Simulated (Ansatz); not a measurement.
How settings move the G0W0 gap of Si (Fd-3m)

Si (Fd-3m) from a database structure, relaxed with r2SCAN; one-shot G0W0 in Ansatz without spin-orbit coupling. The values are computed, spin-unpolarised, and not measurements.

```cif
data_structure
_symmetry_space_group_name_H-M 'Fd-3m:1'
_symmetry_Int_Tables_number 227
_cell_length_a 5.4442
_cell_length_b 5.4442
_cell_length_c 5.4442
_cell_angle_alpha 90.000
_cell_angle_beta 90.000
_cell_angle_gamma 90.000
_cell_volume 161.37
loop_
_atom_site_label
_atom_site_type_symbol
_atom_site_symmetry_multiplicity
_atom_site_Wyckoff_symbol
_atom_site_fract_x
_atom_site_fract_y
_atom_site_fract_z
_atom_site_occupancy
Si1 Si 8 b 0.25000 0.75000 0.25000 1
```

Gaps are read over the mesh points alone. G0W0 here is at a finite number of bands, screening cutoff and k mesh, not at the basis limit.
```csv
start,potentials,frequency model,mesh,empty bands,screening cutoff (eV),Kohn-Sham gap (eV),G0W0 gap (eV)
PBE,PAW,contour deformation,6×6×6,120,120,0.72,1.17
PBE,PAW,contour deformation,6×6×6,298,220,0.72,1.23
PBE,PAW,contour deformation,6×6×6,549,300,0.72,1.25
HSE06,PAW,contour deformation,6×6×6,298,220,1.29,1.49
r2SCAN,PAW,contour deformation,6×6×6,298,220,0.92,1.36
PBE0,PAW,contour deformation,6×6×6,298,220,1.95,1.65
PBE,PAW,Godby-Needs pole,6×6×6,298,220,0.72,1.19
PBE,PAW,contour deformation,8×8×8,65,80,0.63,1.01
PBE,norm-conserving,contour deformation,6×6×6,298,220,0.72,1.23
```

Over the mesh points the PBE gap of 0.72 eV becomes a quasiparticle gap of 1.25 eV (Γ to X), a change of +0.53 eV. Renormalisation factors Z lie between 0.72 and 0.78.

Raising bands and cutoff together moves the gap by +0.06 eV (120 to 220 eV), then +0.02 eV (220 to 300 eV); the last step is small, which bounds nothing strictly. Starting from HSE06 (1.29 eV against PBE's 0.72 eV) gives 1.49 eV, +0.26 eV from G0W0@PBE at the same screening cutoff. Starting from r2SCAN (0.92 eV against PBE's 0.72 eV) gives 1.36 eV, +0.13 eV from G0W0@PBE at the same screening cutoff. Starting from PBE0 (1.95 eV against PBE's 0.72 eV) gives 1.65 eV, +0.42 eV from G0W0@PBE at the same screening cutoff. The Godby-Needs plasmon pole differs from contour deformation by -0.04 eV. Norm-conserving potentials (wave cutoff 490 eV against 420 eV) shift the quasiparticle gap by 0.00 eV and the PBE gap by 0.00 eV. On these meshes the dielectric constant comes out too large, which adds an error that these runs don't bound. r2SCAN runs take a wave cutoff of 500 eV.
